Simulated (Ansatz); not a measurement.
BAs:

```
CELL_PARAMETERS angstrom
0.00000 2.38850 2.38850
2.38850 0.00000 2.38850
2.38850 2.38850 0.00000
ATOMIC_POSITIONS crystal
As 0.75000 0.75000 0.75000
B 0.00000 0.00000 0.00000
```

A run of Ansatz 0.2.0 on this cell left the log below. Logs are shortened: lines on timing, memory, paths and dates and some standing lists are left out, and cuts for length are marked.

```text
Warning: RAYON_NUM_THREADS=1 ignored (pool sized by the plan → 1); use --threads N
LAPW: plane waves up to 9.091 Å⁻¹, error target 1.0e-3 eV per atom; small_component_spin mean_spin; B in spheres of 0.853 Å, 5 of its electrons in bands, Dirac shells []; As in spheres of 1.216 Å, 23 of its electrons in bands, Dirac shells [] (how accurate: hamiltonian.pseudopotentials.lapw.basis_error, Limitations)
Engine: ansatz 0.2.0, aarch64-unknown-linux-gnu
Pseudopotentials: kind: all_electron
Pseudopotential: As, LAPW, valence charge 23, lapw/all_electron/scalar/gaussian/As, Koelling and Harmon's equation, gaussian nucleus
Pseudopotential: B, LAPW, valence charge 5, lapw/all_electron/scalar/gaussian/B, Koelling and Harmon's equation, gaussian nucleus
Functional definition: PBEsol
  exchange = pbesol_x
  correlation = pbesol_c
Crystal: 2 atoms, lattice volume = 27.252 Å³
Basis set: ecut = 314.859003181416 eV, 331 PW (Γ), exchange–correlation at level 2
Bands: 18, of which v1, the nominal top of the filled ones, is band 14 counted from 1 (13 counted from 0)
Symmetry: 24 space group operations
Space group: F-43m (ITA 216), of the structure as read, at distance tolerance 3.0e-5 Å
k-points: 47 of 1000 (time reversal used)
Non-local potential: As, projectors of the file, none
Non-local potential: B, projectors of the file, none
Initial density: superposition of atomic densities (chi_scale 0.1, normalization cell, long waves kept (reshape's long-wave potential 0.00 eV rms))
Initial wavefunctions: plane waves of lowest kinetic energy (no species holds an atomic orbital)
Functional: x = pbesol(κ = 0.804, μ = 0.12345679012345678), c = pbesol(β = 0.046)
iter 1 solved again at ethr=6.33e-3 eV; its pass at ethr=1.00e-1 eV (dr2=1.77e0 eV) is discarded
SCF iter   1: F=—  HF=-62154.497760 eV  |F-HF|=—  |Δ(HF+E_count)|=         —  Δρ=7.04e-2  dr2=1.78e0  ethr=6.33e-3  ⟨swp⟩=2.0  Hψ=5629  notcnv=0
preconditioner: auto → none  [insulator: Δε(μ)=1.683 eV  Ē_g=12.431 eV  σ=0.050 eV  W_gap=1.00  n_scr=14 (ndim 8)  ℏωp=20.1 eV  f_vac=0.000  D(μ)=0.00/eV (n_scr^D=0)  ε∞_Penn≈3.6]
iter 2 solved again at ethr=4.86e-4 eV; its pass at ethr=6.33e-3 eV (dr2=1.36e-1 eV) is discarded
SCF iter   2: F=—  HF=-62153.902504 eV  |F-HF|=—  |Δ(HF+E_count)|=   5.95e-1  Δρ=2.30e-2  dr2=1.36e-1  ethr=4.86e-4  ⟨swp⟩=2.0  Hψ=4407  notcnv=0
SCF iter   3: F=—  HF=-62153.860499 eV  |F-HF|=—  |Δ(HF+E_count)|=   4.20e-2  Δρ=9.57e-3  dr2=1.99e-2  ethr=4.86e-4  ⟨swp⟩=2.0  Hψ=2397  notcnv=0
SCF iter   4: F=—  HF=-62153.856608 eV  |F-HF|=—  |Δ(HF+E_count)|=         —  Δρ=2.68e-3  dr2=1.63e-3  ethr=7.11e-5  ⟨swp⟩=2.0  Hψ=2264  notcnv=0
the basis was enlarged: its passes take 124.4 KiB over the memory plan, 1 of 1 planned eigensolver slots
SCF iter   5: F=—  HF=-62153.855715 eV  |F-HF|=—  |Δ(HF+E_count)|=   8.94e-4  Δρ=5.11e-4  dr2=4.25e-5  ethr=5.82e-6  ⟨swp⟩=2.5  Hψ=2244  notcnv=0
SCF iter   6: F=—  HF=-62153.855726 eV  |F-HF|=—  |Δ(HF+E_count)|=   1.10e-5  Δρ=6.31e-5  dr2=7.52e-7  ethr=1.52e-7  ⟨swp⟩=2.2  Hψ=2217  notcnv=0
SCF iter   7: F=-62153.855726 eV  HF=-62153.855726 eV  |F-HF|=3.80e-9  |Δ(HF+E_count)|=   4.49e-7  Δρ=4.29e-6  dr2=3.01e-9  ethr=2.69e-9  ⟨swp⟩=2.7  Hψ=2264  notcnv=0
SCF 1 converged in 7 iterations: F = -62153.855726 eV  dr2 = 3.01e-9
NSCF: frozen V_eff on 43 k-points
SCF converged after 7 iterations
Free energy (F): -62153.855726 eV
Harris-Foulkes:  -62153.855726 eV  (|F-HF|=3.80e-9)
Internal energy: -62153.855726 eV  (E = F + TS)
E sigma→0 (E₀):  -62153.855726 eV
Entropy (-TS):   -0.000000 eV (-0.000 meV/atom)
Fermi energy:    12.162932 eV
--- Per-component energies (eV) ---
  E_band       = -1571.655017
  E_kinetic    = 63515.185086
  E_xc         = -2346.193019
  E_electrostatic = -123322.847793  (all electrons and nuclei)
  E_smearing   = -0.000000  (= −TS)
  E_closure    = 0.000000  (closes the sum)
  E_atoms      = -62141.579833  (free atoms, spherical and without spin; not in F)
  Σ components = -62153.855726   (vs F -62153.855726, Δ=0.00e0)
  Basis errors (estimates in eV, not in F): energy 5.7e-4 per atom: plane waves 5.2e-4 (3.1e-4 summed), levels above the bands 1.9e-79, relativity 4.8e-9, radial functions 4.5e-5, core shells 8.5e-11; eigenvalues (radial functions only) 3.0e-6; not estimated: angular momenta, meshes, grids; target (lapw.basis_error) 1.0e-3; muffin-tin radii B 0.853 Å, As 1.216 Å
--- Forces (eV/Å), atoms counted from 1 ---
  atom   1  As     0.00000000    -0.00000000     0.00000000
  atom   2  B     -0.00000000    -0.00000000    -0.00000000
  max |Σ_I F_I| component: 2.78e-17 eV/Å
--- Stress (GPa, compression-positive) ---
       -0.827233       0.000000       0.000000
        0.000000      -0.827233       0.000000
        0.000000       0.000000      -0.827233
  P = ⅓ Tr σ = -0.8272 GPa (-8.272 kbar)
--- Band table (eV; the first three rows and the last of 47) ---
  k-point 0: bands = ["-173.3459", "-161.0704", "-116.9086", "-116.9086", "-116.9086", "-24.1856", "-24.1856", "-24.1856", "-24.1626", "-24.1626", "-3.7957", "11.6367", "11.6367", "11.6367", "14.8830", "14.8830", "14.8830", "16.3042"]
  k-point 1: bands = ["-173.3459", "-161.0704", "-116.9086", "-116.9086", "-116.9086", "-24.1853", "-24.1849", "-24.1849", "-24.1626", "-24.1626", "-3.6313", "10.2328", "11.3329", "11.3329", "15.0248", "15.2833", "15.2833", "17.1789"]
  k-point 2: bands = ["-173.3459", "-161.0704", "-116.9086", "-116.9086", "-116.9086", "-24.1845", "-24.1830", "-24.1830", "-24.1623", "-24.1623", "-3.1463", "7.8600", "10.7565", "10.7565", "14.8048", "16.0023", "16.0023", "18.7866"]
  k-point 46: bands = ["-173.3459", "-161.0704", "-116.9087", "-116.9086", "-116.9086", "-24.1840", "-24.1766", "-24.1699", "-24.1658", "-24.1591", "0.5309", "3.5435", "6.2350", "6.4892", "16.1012", "16.4254", "19.4347", "19.4967"]
```

Q: Write the input and the command behind it.

A: Band structure with PBEsol, no spin polarisation. The files as run (others can give the same):

input.yaml
```yaml
crystal:
  lattice:
    - [0.0, 2.3885, 2.3885]
    - [2.3885, 0.0, 2.3885]
    - [2.3885, 2.3885, 0.0]
  atoms:
    - { symbol: As, position: [0.75, 0.75, 0.75] }
    - { symbol: B, position: [0.0, 0.0, 0.0] }
kpoints:
  mp_grid: { grid: [10, 10, 10] }
  band_path:
    path:
      - [0.0, 0.0, 0.0]
      - [0.5, 0.0, 0.5]
      - [0.5, 0.25, 0.75]
      - [0.375, 0.375, 0.75]
      - [0.0, 0.0, 0.0]
      - [0.5, 0.5, 0.5]
      - [0.625, 0.25, 0.625]
      - [0.5, 0.25, 0.75]
    npoints: 6
scf:
  occupations: { method: fermi_dirac, width: 0.05 }
hamiltonian:
  xc: pbesol
  pseudopotentials: { kind: all_electron, lapw: { basis_error: 0.001 } }
output:
  forces: true
  stress: true
  eigenvalues: true
```

Potentials or basis: all-electron LAPW, scalar-relativistic.
The run is started by
```bash
$ ansatz run input.yaml --threads 1 --pin off --max-ram 3072MiB --backend cpu --events-out ev --progress --plain --runs-dir out
```
